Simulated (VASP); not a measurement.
Runs of VASP 6.6.1 on AlN. The structure is cubic, space group Fm-3m (No. 225). The conventional cell has a = 4.010 Å, b = 4.010 Å, c = 4.010 Å, α = 90.00°, β = 90.00°, γ = 90.00°. Al (site symmetry m-3m) is surrounded by 6 N at 2.01 Å. N (site symmetry m-3m) is surrounded by 6 Al at 2.01 Å. Measurements of this composition are mostly on another form, of space group No. 186.

| task | cell | k mesh | cutoff (eV) | smearing | gap on the mesh (eV) | pressure (GPa) | relaxed volume (Å³/atom) |
| --- | --- | --- | --- | --- | --- | --- | --- |
| relaxation of cell and atoms | relaxed | 10 × 10 × 10 | 600 | gaussian 0.02 eV | 4.68 | 0.0 | 8.08 |
| single point | Fm-3m, 8.07 Å³/atom | 10 × 10 × 10 | 520 | gaussian 0.02 eV | (a) | (b) | - |
| relaxation of cell and atoms | relaxed | 8 × 8 × 8 | 600 | gaussian 0.1 eV | 4.67 | -0.1 | 8.08 |
| single point | Fm-3m, 8.06 Å³/atom | 8 × 8 × 8 | 520 | gaussian 0.1 eV | 4.70 | 0.8 | - |

Alike in all rows: level LDA; potentials or basis VASP PAW LDA potentials, release 64 (Al, N); no spin polarisation.

Question: Estimate the missing entries.

Answer: (a) 4.69; (b) 0.7.

A k mesh can miss the band edges.
